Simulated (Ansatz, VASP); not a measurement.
# Au in VASP and in Ansatz

```xyz
1
Lattice="2.7478 0.0000 0.0000 0.0000 2.7478 0.0000 0.0000 0.0000 2.7478" Properties=species:S:1:pos:R:3 pbc="T T T"
Au    0.0000    0.0000    0.0000
```

Change from the starting cell: volume scaled by 1, norm-conserving files.

Alike in both runs: task single point; functional PBE; k mesh 14 × 14 × 14; occupations fermi-dirac, width 0.1 eV; no spin polarisation.

```csv
,VASP,Ansatz
version,VASP 6.6.1,Ansatz 0.2.0
potentials or method,"VASP PAW PBE potentials, release 64 (Au)","norm-conserving pseudopotentials, scalar-relativistic"
plane-wave cutoff (eV),520,1034
valence electrons in the cell,11,19
```

Ansatz gave:

- pressure (GPa): 0.0

Problem. What did VASP give for the same quantities?

Solution. Pressure (GPa): -0.2.

The two sets of potentials don't hold the same shells in valence.

The runs have no spin-orbit coupling, so splittings on Au are missing.
